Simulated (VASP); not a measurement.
Crystal: HfN.

```
Hf N
1.0
     0.00000    2.25600    2.25600
     2.25600    0.00000    2.25600
     2.25600    2.25600    0.00000
Hf N
1 1
Direct
  0.00000 0.00000 0.00000
  0.50000 0.50000 0.50000
```

Base run:

| Item | Value |
| --- | --- |
| Program | VASP 6.6.1 |
| Functional | SCAN |
| Potentials or basis | VASP PAW PBE potentials, release 64 (Hf_pv, N) |
| Cutoff | 520 eV |
| k mesh | 10 × 10 × 10 |
| Occupations | fermi-dirac, width 0.05 eV |
| Spin | no spin polarisation |

Its results: pressure -3.5 GPa.

Question: After a change of settings the same cell gave: pressure -1.0 GPa. Which change was it?
A. functional from SCAN to PBE; occupations from fermi-dirac, width 0.05 eV to gaussian, width 0.022 eV
B. functional from SCAN to PBEsol; further incar settings from ALGO = Normal; EDIFF = 1e-06 to ALGO = Normal; EDIFF = 1e-07; NBANDS = 14
C. functional from SCAN to rSCAN
D. functional from SCAN to PBE; further incar settings from ALGO = Normal; EDIFF = 1e-06 to ALGO = Normal; EDIFF = 1e-07; NBANDS = 14

Answer: C.

Caveats: the PAW data sets were made with another functional, which shifts forces and pressure a little.

Not every run made on this cell is shown here.
